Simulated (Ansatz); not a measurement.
# Tin, bcc: HSE06 at the PBE geometry

Aim: see what exact exchange does to the levels, and what it costs. Spin polarisation is left out. The cell comes from an earlier PBE relaxation. Exact exchange is dear, so the k-mesh is coarse, and PBE is run on the same mesh for comparison.

Program: Ansatz 0.2.0. Level of theory: DFT, plane waves (420 eV) with PBE-made PAW files, scalar-relativistic; functionals as named at each step. These are calculated values, not measurements.

**1. Starting point**

The structure is cubic, space group Im-3m (No. 229). Conventional cell: a = 3.807 Å, b = 3.807 Å, c = 3.807 Å, α = 90.00°, β = 90.00°, γ = 90.00°. Sn (site symmetry m-3m) has 8 Sn at 3.30 Å as nearest neighbours.

Coordinates:

```
Sn
1.0
    -1.90357    1.90357    1.90357
     1.90357   -1.90357    1.90357
     1.90357    1.90357   -1.90357
Sn
1
Direct
  0.00000 0.00000 0.00000
```

**2. PBE, coarse mesh**

The run with PBE.

File input.yaml:

```yaml
crystal:
  lattice:
    - [-1.9035740488, 1.9035740488, 1.9035740488]
    - [1.9035740488, -1.9035740488, 1.9035740488]
    - [1.9035740488, 1.9035740488, -1.9035740488]
  atoms:
    - { symbol: Sn, position: [0.0, 0.0, 0.0] }
hamiltonian:
  xc: pbe
  pseudopotentials:
    kind: paw
    azcp:
      Sn: "pseudopotentials/Sn.paw.azcp"
basis:
  ecutwfc: 420
  fft_grid_basis: typed
kpoints:
  mp_grid: { grid: [6, 6, 6], shift: [0, 0, 0] }
magnetization:
  spin_polarized: false
scf:
  occupations: { method: fermi_dirac, width: 0.1 }
output:
  write_density: true
  write_potential: true
  elf: true
  volumetric_format: npy
```

Run with:

```sh
$ ansatz run input.yaml --threads 4 --pin off --max-ram 8192MiB --backend cpu --events-out ev --progress --plain --runs-dir out
```

**3. HSE06 on the coarse mesh**

The run with HSE06.

Edit input.yaml of step 2 so:

```diff
@@ -8,3 +8,3 @@
 hamiltonian:
-  xc: pbe
+  xc: hse06
   pseudopotentials:
@@ -22,6 +22 @@
   occupations: { method: fermi_dirac, width: 0.1 }
-output:
-  write_density: true
-  write_potential: true
-  elf: true
-  volumetric_format: npy
```

(Steps that only read results are left out.)

Q: Predict the outcome of this session. Wanted: PBE: gap; HSE06: gap; HSE06: relative to alpha-Sn.

The runs gave:

```
                             quantity                         value
                             PBE: gap  none (levels filled in part)
                           HSE06: gap  none (levels filled in part)
    HSE06: SCF cycles, exchange loops                         12, 2
     HSE06: CPU time over that of PBE                            14
HSE06: relative to alpha-Sn (diamond)                 +165 meV/atom
```

Both PBE and HSE06 leave levels filled in part. HSE06 cost 14 times the CPU time of PBE. HSE06 needed 2 outer loops of the exchange operator. The dense-mesh value adds +26.5 meV/atom, the change that PBE shows between the coarse mesh and its own dense run (not shown). Under HSE06 it lies 165 meV/atom above alpha-Sn (diamond) (computed apart in the same way); on such meshes a few tens of meV are uncertain for metals. The total energies in the logs cannot be compared from one functional to another.
